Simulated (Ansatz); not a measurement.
**Tl under changes of volume**

One of the cells (28.575 Å³/atom); the others are scaled copies at fixed shape and fractional positions:

```
CELL_PARAMETERS angstrom
3.45600 0.00000 0.00000
-1.72800 2.99298 0.00000
0.00000 0.00000 5.52500
ATOMIC_POSITIONS crystal
Tl 0.66667 0.33333 0.75000
Tl 0.33333 0.66667 0.25000
```

- Program: Ansatz 0.2.0
- Functional: LDA
- Potentials or basis: all-electron LAPW, scalar-relativistic
- Cutoff: 167 eV (chosen from the basis error)
- Basis error allowed: 0.001 eV/atom
- k mesh: 9 × 9 × 5
- Occupations: fermi-dirac, width 0.05 eV
- Spin: no spin polarisation

| volume (Å³/atom) | energy over the lowest point (meV/atom) | pressure (GPa) |
| --- | --- | --- |
| 26.860 | 1.70 | 0.9 |
| 27.432 | 0.00 | 0.0 |
| 28.003 | 1.47 | -0.8 |
| 28.575 | 5.71 | -1.6 |
| 29.146 | 12.39 | -2.2 |
| 29.718 | 21.19 | -2.7 |
| 30.289 | ? | ? |

Task: What does the run at 30.289 Å³/atom give?

Result: Energy over the lowest point 31.84 meV/atom; pressure -3.2 GPa.

Worked out: A Birch-Murnaghan fit of order 3 (a polynomial in V^(-2/3)) to the other rows has its minimum at 27.44 Å³/atom with B0 = V·E''(V) = 43 GPa and B' = 5.4 at fixed shape and positions, which overstates the stiffness. It gives 31.84 meV/atom at 30.289 Å³/atom, against the run's 31.84, and -dE/dV = -3.2 GPa, against -3.2.

Energies are extrapolated to zero smearing.
